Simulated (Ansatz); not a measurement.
Crystal: Rh.

```
Rh
1.0
     0.00000    1.89785    1.89785
     1.89785    0.00000    1.89785
     1.89785    1.89785    0.00000
Rh
1
Cartesian
  0.0000 0.0000 0.0000
```

Base run:

```yaml
Program: Ansatz 0.2.0
Functional: revPBE
Potentials_or_basis: all-electron LAPW, scalar-relativistic
Cutoff: 278 eV
Density_cutoff: 1113 eV
Basis_error_allowed: 0.001 eV/atom
k_mesh: 12 × 12 × 12
Occupations: fermi-dirac, width 0.05 eV
Spin: no spin polarisation
```

Its results: pressure 10.6 GPa.

**Question.** The run is repeated on the same cell with these changes: functional from revPBE to PBEsol. What comes out?

**Answer.** Pressure -3.7 GPa.

PBEsol binds more tightly than revPBE, so the same cell stands under less pressure.

Not every run made on this cell is shown here.
